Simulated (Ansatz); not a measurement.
The elements of this relaxed trial crystal are hidden behind letters.

```
lattice vectors (Å)
   6.4878    0.0000    0.0000
   0.0000    5.2729    0.0000
  -1.7766    0.0000    6.5716
fractional positions
X 0.8662 0.7500 0.0067
X 0.1110 0.2500 0.5499
X 0.1338 0.2500 0.9933
X 0.8890 0.7500 0.4501
X 0.3097 0.7500 0.8279
X 0.6642 0.2500 0.6930
X 0.6903 0.2500 0.1721
X 0.3358 0.7500 0.3070
Z 0.3805 0.2500 0.3446
Z 0.6195 0.7500 0.6554
```

Computed with Ansatz, DFT PBE, scalar-relativistic, plane waves, PAW. Cutoff 420 eV, Γ-centred 6×8×6 mesh (10-atom cell), Gaussian smearing of 0.10 eV, no spin polarisation.

| Item | Value |
| --- | --- |
| Space group | P2_1/m (No. 11) |
| Conventional cell | a = 6.488 Å, b = 5.273 Å, c = 6.807 Å, β = 105.1° |
| Volume per atom | 22.48 Å³ |
| Density | 1.91 g/cm³ |
| Formation energy | −0.36 eV/atom |
| Gap on the 6×8×6 mesh of the 10-atom cell | 0 eV (a metal) |

Energies are uncorrected and count from the elements' standard states at the same level.

**Question.** X is an s-block element of period 3 and Z is a p-block element of period 3. Which elements are they?

**Answer.** X = Mg, Z = S, so the formula is Mg4S. Density times volume gives a mean mass of 1.91 × 22.48/1.6605 = 25.9 u per atom, and this set has 25.9 u. Among the elements that the hints allow, noble gases aside, only these give it. Mg on its first site has 1 S at 2.51 Å, 1 Mg at 2.98 Å, 5 Mg at 3.17–3.20 Å and 4 Mg at 3.40–3.50 Å; around Mg on its second site lie 1 S at 2.51 Å, 3 Mg at 2.98–3.00 Å and 7 Mg at 3.23–3.62 Å; around S lie 6 Mg at 2.51–2.66 Å; 2 more sites not described.

This cell was reached by moving the atoms of another relaxed cell at random and relaxing again, last within the group found; it had no such test of its own.
